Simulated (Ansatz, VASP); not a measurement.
Cd in VASP and in Ansatz

```
CELL_PARAMETERS angstrom
2.85668 0.00000 0.00000
0.00000 2.85668 0.00000
0.00000 0.00000 2.85668
ATOMIC_POSITIONS crystal
Cd 0.00000 0.00000 0.00000
```

The cell was built by a generator and needn't be a form met in nature.

Alike in both runs: task relaxation of cell and atoms; functional LDA; k mesh 11 × 11 × 11; occupations fermi-dirac, width 0.1 eV; no spin polarisation.

|  | VASP | Ansatz |
| --- | --- | --- |
| version | VASP 6.6.1 | Ansatz 0.2.0 |
| potentials or method | VASP PAW LDA potentials, release 64 (Cd) | plane waves (420 eV) with PAW, scalar-relativistic |
| plane-wave cutoff (eV) | 600 | 420 |
| valence electrons in the cell | 12 | 20 |

Ansatz gave:

| Quantity | Value |
| --- | --- |
| relaxed volume (Å³/atom) | 23.21 |
| relaxed cell length with the largest relative difference (Å) | 2.852 |

Problem. Estimate VASP's values.

Solution. Relaxed volume (Å³/atom): 23.44; relaxed cell length with the largest relative difference (Å): 2.862.

The two sets of potentials don't hold the same shells in valence. Ansatz warned: «pseudo_functional_mismatch».
